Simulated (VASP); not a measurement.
# CaS (Fm-3m) in VASP: single point with PBE0

Aim: the single point of CaS with PBE0.

All numbers are computed with VASP 6.6.1; they aren't measurements. Logs are shortened: lines on timing, memory, paths and dates and some standing lists are left out, and cuts for length are marked.

**1. The structure**

Symmetry: Fm-3m, No. 225, cubic system. Conventional cell: a = 5.640 Å, b = 5.640 Å, c = 5.640 Å, α = 90.00°, β = 90.00°, γ = 90.00°. Ca (site symmetry m-3m) has 6 S at 2.82 Å as nearest neighbours. Around S (site symmetry m-3m) lie 6 Ca at 2.82 Å.

The cell comes from a database or a generator and needn't be the stable form of this composition.

**2. Single point, PBE0**

The input, POSCAR:

```
CaS
1.0
    0.0000000000      2.8202400000      2.8202400000
    2.8202400000      0.0000000000      2.8202400000
    2.8202400000      2.8202400000      0.0000000000
Ca S
1 1
Direct
    0.0000000000      0.0000000000      0.0000000000
    0.5000000000      0.5000000000      0.5000000000
```

The input, INCAR.step1:

```
  ALGO = Normal
  EDIFF = 1E-5
  ENCUT = 520
  GGA = PE
  ISIF = 2
  ISMEAR = 0
  LASPH = T
  LCHARG = F
  LREAL = F
  LWAVE = T
  NELM = 100
  PREC = Accurate
  SIGMA = 0.02
```

The input, INCAR.step2:

```
  AEXX = 0.25
  ALGO = Normal
  EDIFF = 1E-6
  ENCUT = 520
  GGA = PE
  HFRCUT = -1
  ISIF = 2
  ISMEAR = 0
  ISTART = 1
  LASPH = T
  LCHARG = F
  LHFCALC = T
  LREAL = F
  LWAVE = F
  NELM = 100
  PREC = Accurate
  PRECFOCK = Fast
  SIGMA = 0.02
```

The input, KPOINTS:

```
k-points
0
Gamma
  6 6 6
```

Potentials or basis: VASP PAW PBE potentials, release 64 (Ca_sv, S).

Launch:

```bash
$ cat potpaw_PBE.64/Ca_sv/POTCAR potpaw_PBE.64/S/POTCAR > POTCAR
$ cp INCAR.step1 INCAR
$ mpirun -np 1 vasp_std > vasp.out
$ cp INCAR.step2 INCAR
$ mpirun -np 1 vasp_std > vasp.out
```

OUTCAR:

```text
AEXX = 0.25
   EDIFF = 1E-6
   ENCUT = 520
   GGA = PE
   ISIF = 2
   ISMEAR = 0
   ISTART = 1
   LASPH = T
   LHFCALC = T
   LREAL = F
   NELM = 100
   PREC = Accurate
   PRECFOCK = Fast

 ion  position               nearest neighbor table
   1  0.000  0.000  0.000-   2 2.82   2 2.82   2 2.82   2 2.82   2 2.82   2 2.82
   2  0.500  0.500  0.500-   1 2.82   1 2.82   1 2.82   1 2.82   1 2.82   1 2.82

  LATTYP: Found a face centered cubic cell.
 ALAT       =     5.6404800000

  Lattice vectors:

 A1 = (   0.0000000000,   2.8202400000,   2.8202400000)
 A2 = (   2.8202400000,   0.0000000000,   2.8202400000)
 A3 = (   2.8202400000,   2.8202400000,   0.0000000000)

Analysis of symmetry for initial positions (statically):
=====================================================================
 Subroutine PRICEL returns:
 Original cell was already a primitive cell.

 Routine SETGRP: Setting up the symmetry group for a
 face centered cubic supercell.

 Subroutine GETGRP returns: Found 48 space group operations
 (whereof 48 operations were pure point group operations)
 out of a pool of 48 trial point group operations.

The static configuration has the point symmetry O_h .

Analysis of symmetry for dynamics (positions and initial velocities):
=====================================================================
 Subroutine PRICEL returns:
 Original cell was already a primitive cell.

 Routine SETGRP: Setting up the symmetry group for a
 face centered cubic supercell.

 Subroutine GETGRP returns: Found 48 space group operations
 (whereof 48 operations were pure point group operations)
 out of a pool of 48 trial point group operations.

The dynamic configuration has the point symmetry O_h .

 Subroutine INISYM returns: Found 48 space group operations
 (whereof 48 operations are pure point group operations),
 and found     1 'primitive' translations

----------------------------------------------------------------------------------------

                                     Primitive cell

  volume of cell :      44.8630

  direct lattice vectors                    reciprocal lattice vectors
     0.000000000  2.820240000  2.820240000    -0.177289876  0.177289876  0.177289876
     2.820240000  0.000000000  2.820240000     0.177289876 -0.177289876  0.177289876
     2.820240000  2.820240000  0.000000000     0.177289876  0.177289876 -0.177289876

  length of vectors
     3.988421657  3.988421657  3.988421657     0.307075073  0.307075073  0.307075073

  position of ions in fractional coordinates (direct lattice)
     0.000000000  0.000000000  0.000000000
     0.500000000  0.500000000  0.500000000

  ion indices of the primitive-cell ions
   primitive index   ion index
                 1           1
                 2           2

----------------------------------------------------------------------------------------

 KPOINTS: k-points

Automatic generation of k-mesh.
 Grid dimensions read from file:
 generate k-points for:    6    6    6

 Generating k-lattice:

  Cartesian coordinates                     Fractional coordinates (reciprocal lattice)
    -0.029548313  0.029548313  0.029548313     0.166666667  0.000000000  0.000000000
     0.029548313 -0.029548313  0.029548313     0.000000000  0.166666667  0.000000000
     0.029548313  0.029548313 -0.029548313     0.000000000  0.000000000  0.166666667

  Length of vectors
     0.051179179  0.051179179  0.051179179

  Shift w.r.t. Gamma in fractional coordinates (k-lattice)
     0.000000000  0.000000000  0.000000000

 Subroutine IBZKPT returns following result:
 ===========================================

 Found     16 irreducible k-points:

 Following reciprocal coordinates:
            Coordinates               Weight
  0.000000  0.000000  0.000000      1.000000
  0.166667  0.000000  0.000000      8.000000
  0.333333  0.000000  0.000000      8.000000
  0.500000  0.000000  0.000000      4.000000
  0.166667  0.166667  0.000000      6.000000
  0.333333  0.166667  0.000000     24.000000
[... 8 lines left out ...]
 -0.333333  0.333333  0.166667     24.000000
 -0.333333  0.500000  0.166667     12.000000
   k-points           NKPTS =     16   k-points in BZ     NKDIM =    216   number of bands    NBANDS=     12
   number of dos      NEDOS =    301   number of ions     NIONS =      2
   total plane-waves  NPLWV =  27000
   dimension x,y,z NGX =    30 NGY =   30 NGZ =   30
   dimension x,y,z NGXF=    60 NGYF=   60 NGZF=   60
   ions per type =               1   1
   NGX,Y,Z   is equivalent  to a cutoff of  12.50, 12.50, 12.50 a.u.
   NGXF,Y,Z  is equivalent  to a cutoff of  25.01, 25.01, 25.01 a.u.
 SYSTEM =  unknown system
   PREC   = accura    normal or accurate (medium, high low for compatibility)
   ISTART =      1    job   : 0-new  1-cont  2-samecut
   ICHARG =      0    charge: 1-file 2-atom 10-const
   ISPIN  =      1    spin polarized calculation?
   LNONCOLLINEAR =      F non collinear calculations
   LSORBIT =      F    spin-orbit coupling
   LASPH  =      T    aspherical Exc in radial PAW
   ENCUT  =  520.0 eV  38.22 Ry    6.18 a.u.   7.42  7.42  7.42*2*pi/ulx,y,z
   NELM   =    100;   NELMIN=  2; NELMDL=  0     # of ELM steps
   EDIFF  = 0.1E-05   stopping-criterion for ELM
   LREAL  =      F    real-space projection
   EDIFFG = 0.1E-04   stopping-criterion for IOM
   NSW    =      0    number of steps for IOM
   IBRION =     -1    ionic relax: 0-MD 1-quasi-New 2-CG
   NFREE  =      0    steps in history (QN), initial steepest desc. (CG)
   ISIF   =      2    stress and relaxation
   ISYM   =      3    0-nonsym 1-usesym 2-fastsym
   POTIM  = 0.5000    time-step for ionic-motion
   TEBEG  =    0.0;   TEEND  =   0.0 temperature during run
   PSTRESS=    0.0 pullay stress
   NELECT =      16.0000    total number of electrons
   NUPDOWN=      -1.0000    fix difference up-down
   EMIN   =  10.00;   EMAX   =-10.00  energy-range for DOS
   EFERMI =   0.00;   METHOD = LEGACY
   ISMEAR =     0;   SIGMA  =   0.02  broadening in eV -4-tet -1-fermi 0-gaus
   EFERMI_NEDOS =   21; number of points for ismear=-14 and -15
   IALGO  =     38    algorithm
   IMIX   =      1    mixing-type and parameters
     AMIX     =   0.40;   BMIX     =  1.00
     AMIX_MAG =   1.60;   BMIX_MAG =  1.00
  volume/ion in A,a.u.               =      22.43       151.38
  Fermi-wavevector in a.u.,A,eV,Ry     =   1.160964  2.193904 18.338442  1.347837
  Thomas-Fermi vector in A             =   2.297541
   LORBIT       =      0    0 simple, 1 ext, 2 COOP (PROOUT), +10 PAW based schemes
   GGA     = PE    functional components
   LHFCALC =     T    Hartree Fock is set to
   PRECFOCK=fast      Normal, Fast or Accurate (Low or Medium for compatibility)
   ENCUT4O =  -1.0   cutoff for four orbital integrals eV
   NKREDX  =     1    reduce k-point grid by
   NKREDY  =     1    reduce k-point grid by
   NKREDZ  =     1    reduce k-point grid by
   AEXX    =    0.2500 exact exchange contribution
   HFSCREEN=    0.0000 screening length (either q_TF or 0.3 A-1)
   HFSCREENC=   0.0000 screening length for correlation (either q_TF or 0.3 A-1)
   ENCUTFOCK=  -1.0 apply spherical cutoff to Coloumb kernel
   IVDW    =     0    specifies the selected vdW correction
   LEPSILON=     F    determine dielectric tensor
   LRPA    =     F    only Hartree local field effects (RPA)
 non-spin polarized calculation
 Gauss-broadening in eV      SIGMA  =   0.02
  energy-cutoff  :      520.00
  volume of cell :       44.86
 maximum number of plane-waves:      1243
 NGX is ok and might be reduce to    30
  NGX = 18; NGY = 18; NGZ = 18

 number of electron      16.0000000 magnetization

 Free energy of the ion-electron system (eV)
  ---------------------------------------------------
  ext. energy  EPLUGINS =         0.00000000
  ---------------------------------------------------
  free energy    TOTEN  =       -12.20300081 eV

  energy without entropy =      -12.20300081  energy(sigma->0) =      -12.20300081

 E-fermi :   2.0853     XC(G=0):  -7.4609

 val. band max:        1.9429971374   @ k =   0.0000   0.0000   0.0000
 cond. band min:       5.9708315837   @ k =   0.5000   0.5000   0.0000
 fundamental gap:      4.0278344463
 Fermi energy:         2.0852652052

 k-point     1 :       0.0000    0.0000    0.0000
  band No.  band energies     occupation
      1     -40.2067      2.00000
      2     -19.7076      2.00000
      3     -19.7076      2.00000
      4     -19.7076      2.00000
      5     -10.7419      2.00000
      6       1.9430      2.00000
      7       1.9430      2.00000
      8       1.9430      2.00000
      9       8.0008      0.00000
     10       8.1416      0.00000
     11       8.1416      0.00000
     12       8.1416      0.00000

 k-point     2 :       0.1667    0.0000    0.0000
  band No.  band energies     occupation
      1     -40.2031      2.00000
      2     -19.7626      2.00000
      3     -19.7108      2.00000
      4     -19.7108      2.00000
      5     -10.5147      2.00000
      6       0.7789      2.00000
      7       1.5356      2.00000
      8       1.5356      2.00000
      9       8.0723      0.00000
     10       8.5999      0.00000
     11       8.5999      0.00000
     12       9.3700      0.00000

 k-point     3 :       0.3333    0.0000    0.0000
  band No.  band energies     occupation
      1     -40.1961      2.00000
      2     -19.8692      2.00000
      3     -19.7174      2.00000
      4     -19.7174      2.00000
      5     -10.0241      2.00000
      6      -0.9088      2.00000
      7       0.8924      2.00000
      8       0.8924      2.00000
      9       8.3579      0.00000
     10       9.7237      0.00000
     11       9.7237      0.00000
     12      10.8949      0.00000
[... 166 lines left out ...]
 k-point    15 :      -0.3333    0.3333    0.1667
  band No.  band energies     occupation
      1     -40.1891      2.00000
      2     -19.8549      2.00000
      3     -19.7908      2.00000
      4     -19.7515      2.00000
      5      -9.8224      2.00000
      6      -0.7404      2.00000
      7       0.0379      2.00000
      8       0.5130      2.00000
      9       8.9111      0.00000
     10       9.0788      0.00000
     11      10.7501      0.00000
     12      11.1556      0.00000

 k-point    16 :      -0.3333    0.5000    0.1667
  band No.  band energies     occupation
      1     -40.1879      2.00000
      2     -19.8373      2.00000
      3     -19.7908      2.00000
      4     -19.7775      2.00000
      5      -9.8838      2.00000
      6      -0.4593      2.00000
      7       0.3199      2.00000
      8       0.3528      2.00000
      9       7.4782      0.00000
     10      10.0631      0.00000
     11      10.2082      0.00000
     12      10.9778      0.00000

------------------------ aborting loop because EDIFF is reached ----------------------------------------

  FORCE on cell =-STRESS in cart. coord.  units (eV):
  Direction    XX          YY          ZZ          XY          YZ          ZX
  --------------------------------------------------------------------------------------
  -------------------------------------------------------------------------------------
  Total        0.5855844      0.5855844      0.5855844     -0.0000000      0.0000000      0.0000000
  in kB       20.9127860     20.9127860     20.9127860     -0.0000000      0.0000000      0.0000000
  external PRESSURE =      20.9127860 kB  Pullay stress =       0.0000000 kB

 VOLUME and BASIS-vectors are now :
 -----------------------------------------------------------------------------
  energy-cutoff  :      520.00
  volume of cell :       44.86
      direct lattice vectors                 reciprocal lattice vectors
     0.000000000  2.820240000  2.820240000    -0.177289876  0.177289876  0.177289876
     2.820240000  0.000000000  2.820240000     0.177289876 -0.177289876  0.177289876
     2.820240000  2.820240000  0.000000000     0.177289876  0.177289876 -0.177289876

 POSITION                                       TOTAL-FORCE (eV/Angst)
 -----------------------------------------------------------------------------------
      0.00000      0.00000      0.00000        -0.000000     -0.000000     -0.000000
      2.82024      2.82024      2.82024         0.000000      0.000000      0.000000
 -----------------------------------------------------------------------------------
    total drift:                                0.000000      0.000000     -0.000000

  FREE ENERGIE OF THE ION-ELECTRON SYSTEM (eV)
  ---------------------------------------------------
  free  energy   TOTEN  =       -12.2030008146 eV

  energy  without entropy=      -12.2030008146  energy(sigma->0) =      -12.20300081
```

It took 8.7 min on 1 thread of Intel Xeon 6975P-C (Granite Rapids), shared host; peak memory 0.19 GiB.

Results:

| Property | Result |
| --- | --- |
| Free energy | -12.2030 eV |
| Pressure | 2.1 GPa |
| Band gap on the k mesh | 4.03 eV, indirect (least direct gap 4.98 eV) |

Caveat: the PAW data sets were made with another functional, which shifts forces and pressure a little. A k mesh can miss the band edges.
